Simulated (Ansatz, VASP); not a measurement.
## One calculation of Cu, two programs

POSCAR

```
Cu
1.0
    2.5036582226      0.0000000000      0.0000000000
   -1.2518291113      2.1682316232      0.0000000000
    0.0000000000      0.0000000000     24.5755892700
Cu
6
Direct
    0.0000000000      0.0000000000      0.3737644500
    0.6666666700      0.3333333300      0.2896144200
    0.3333333300      0.6666666700      0.4579908600
    0.0000000000      0.0000000000      0.6262355500
    0.6666666700      0.3333333300      0.5420091400
    0.3333333300      0.6666666700      0.7103855800
```

INCAR.step1

```
  PREC = Accurate
  ENCUT = 520
  ISMEAR = 0
  SIGMA = 0.1
  LREAL = False
  LASPH = True
  NELM = 100
  NBANDS = 42
  GGA = PE
  ALGO = Normal
  EDIFF = 1E-4
  LWAVE = True
  LCHARG = False
```

The input INCAR.step2:

```
  PREC = Accurate
  ENCUT = 520
  EDIFF = 1E-6
  ISMEAR = 0
  SIGMA = 0.1
  LREAL = False
  LASPH = True
  NELM = 100
  ALGO = Normal
  ISIF = 2
  LWAVE = False
  LCHARG = False
  METAGGA = R2SCAN
  LMIXTAU = True
  NBANDS = 42
  ISTART = 1
```

The input KPOINTS:

```
Automatic mesh
0
Gamma
  9 9 1
```

Input for Ansatz:

```yaml
crystal:
  lattice:
    - [2.5036582226, 0.0, 0.0]
    - [-1.2518291113, 2.1682316232, 0.0]
    - [0.0, 0.0, 24.57558927]
  atoms:
    - { symbol: Cu, position: [0.0, 0.0, 0.37376445] }
    - { symbol: Cu, position: [0.66666667, 0.33333333, 0.28961442] }
    - { symbol: Cu, position: [0.33333333, 0.66666667, 0.45799086] }
    - { symbol: Cu, position: [0.0, 0.0, 0.62623555] }
    - { symbol: Cu, position: [0.66666667, 0.33333333, 0.54200914] }
    - { symbol: Cu, position: [0.33333333, 0.66666667, 0.71038558] }
basis:
  ecutwfc: 500
kpoints:
  mp_grid: { grid: [9, 9, 1] }
hamiltonian:
  xc: r2scan
scf:
  occupations: { method: gaussian, width: 0.1 }
  lower_state_search: "off"
output:
  forces: true
  stress: true
  eigenvalues: true
```

Alike in both runs: task single point; functional r2SCAN; k mesh 9 × 9 × 1; occupations gaussian, width 0.1 eV; no spin polarisation.

|  | VASP | Ansatz |
| --- | --- | --- |
| version | VASP 6.6.1 | Ansatz 0.2.0 |
| potentials or method | VASP PAW PBE potentials, release 64 (Cu) | scalar-relativistic, plane waves, PAW |
| plane-wave cutoff (eV) | 520 | 500 |
| valence electrons in the cell | 66 | 114 |

Ansatz gave:

| Item | Value |
| --- | --- |
| gap on the k mesh at the Fermi level (eV) | none |
| rms of the force components (eV/Å) | 0.049 |

Question: Estimate VASP's values.

Answer: gap on the k mesh at the Fermi level (eV): none; rms of the force components (eV/Å): 0.046.

Atom by atom the forces differ by 0.009 eV/Å (rms over components). A gap of «none» marks a metal or a gap that the smearing closes. The two sets of potentials don't hold the same shells in valence.

Caveats: the PAW data sets were made with another functional, which shifts forces and pressure a little (VASP).
